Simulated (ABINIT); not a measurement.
The system is Hf.

```
Hf
1.0
     3.19670    0.00000    0.00000
    -1.59835    2.76842    0.00000
     0.00000    0.00000    5.05780
Hf
2
Cartesian
  1.5984 0.9228 3.7934
  0.0000 1.8456 1.2645
```

Base run:

| Quantity | Value |
| --- | --- |
| Program | ABINIT 10.8.3 (patched build) |
| Functional | PBE |
| Potentials or basis | JTH PAW PBE v2.0 |
| Cutoff | 517 eV |
| k mesh | 8 × 8 × 4 |
| Occupations | fermi-dirac, width 0.05 eV |
| Spin | no spin polarisation |

Its results: band gap on the k mesh none (metal or under the smearing width); pressure 0.4 GPa.

Question: The run is repeated on the same cell with these changes: k mesh from 8 × 8 × 4 to 6 × 6 × 3. What comes out?

Answer: Band gap on the k mesh none (metal or under the smearing width); pressure 1.3 GPa.

Caveats: some runs use coarse meshes.
